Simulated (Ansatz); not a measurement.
Crystal: Br.

```
CELL_PARAMETERS angstrom
3.36325 -2.32255 0.00000
3.36325 2.32255 0.00000
0.00000 0.00000 8.70230
ATOMIC_POSITIONS crystal
Br 0.36510 0.63490 0.39010
Br 0.13490 0.86510 0.89010
Br 0.63490 0.36510 0.60990
Br 0.86510 0.13490 0.10990
```

Base run:

* Program: Ansatz 0.2.0
* Functional: PBE
* Potentials or basis: Ansatz PAW
* Cutoff: 420 eV (not typed: the program's choice for these potentials)
* k mesh: 4 × 4 × 2
* Occupations: fermi-dirac, width 0.05 eV
* Spin: no spin polarisation

Its results: band gap on the k mesh 1.87 eV, indirect (least direct gap 1.92 eV); pressure 1.8 GPa; largest force 0.864 eV/Å.

Question: After a change of settings the same cell gave: band gap on the k mesh 2.17 eV, indirect (least direct gap 2.24 eV); pressure 0.7 GPa; largest force 0.588 eV/Å. Which change was it?
A. functional from PBE to revPBE
B. functional from PBE to BLYP
C. functional from PBE to LDA
D. functional from PBE to r2SCAN; cutoff from 420 eV (not typed: the program's choice for these potentials) to 500 eV (not typed: the program's choice for these potentials)

Answer: D.

r2SCAN gives the wider gap, since meta-GGAs in the generalised Kohn-Sham scheme recover part of the derivative discontinuity.

Caveats: the PAW data sets come from PBE, with cores solved anew for the run's functional, which leaves a small shift of forces and pressure (some runs).
